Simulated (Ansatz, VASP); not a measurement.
BP: VASP beside Ansatz

File INCAR:

```
ALGO = Normal ; EDIFF = 1E-6
ENCUT = 520 ; GGA = PE
ISIF = 2 ; ISMEAR = 0
LASPH = True ; LCHARG = False
LREAL = False ; LWAVE = False
NBANDS = 11 ; NELM = 80
PREC = Accurate ; SIGMA = 0.05
```

KPOINTS

```
k-points
0
Gamma
  10 10 10
```

File POSCAR:

```
BP
1.0
    0.0000000000      2.3423764231      2.2741518671
    2.3423764231      0.0000000000      2.2741518671
    2.3423764231      2.3423764231      0.0000000000
B P
1 1
Direct
    0.0000000000      0.0000000000      0.0000000000
    0.7500000000      0.7500000000      0.7500000000
```

Input for Ansatz:

```yaml
crystal:
  lattice:
    - [0.0, 2.3423764231, 2.2741518671]
    - [2.3423764231, 0.0, 2.2741518671]
    - [2.3423764231, 2.3423764231, 0.0]
  atoms:
    - { symbol: B, position: [0.0, 0.0, 0.0] }
    - { symbol: P, position: [0.75, 0.75, 0.75] }
basis:
  ecutwfc: 420
kpoints:
  mp_grid: { grid: [10, 10, 10] }
hamiltonian:
  xc: pbe
scf:
  occupations: { method: gaussian, width: 0.05 }
output:
  forces: true
  stress: true
  eigenvalues: true
  write_density: true
  write_potential: true
  elf: true
  volumetric_format: npy
```

Change from the starting cell: strain +0.030 along x and y, +0.000 along z, atoms carried along.

Alike in both runs: task single point; functional PBE; k mesh 10 × 10 × 10; occupations gaussian, width 0.05 eV; no spin polarisation.

|  | VASP | Ansatz |
| --- | --- | --- |
| version | VASP 6.6.1 | Ansatz 0.2.0 |
| potentials or method | VASP PAW PBE potentials, release 64 (B, P) | scalar-relativistic, plane waves, PAW |
| plane-wave cutoff (eV) | 520 | 420 |
| valence electrons in the cell | 8 | 8 |

|  | VASP | Ansatz | Ansatz less VASP |
| --- | --- | --- | --- |
| gap on the k mesh at the Fermi level (eV) | 0.90 | 0.90 | +0.004 |
| least direct gap on the mesh (eV) | 3.02 | 3.03 | +0.003 |
| pressure (GPa) | -8.7 | -8.5 | +0.18 |
| largest component of the traceless stress (GPa) | 4.79 | 4.79 | -0.007 |

A k mesh can miss the band edges.
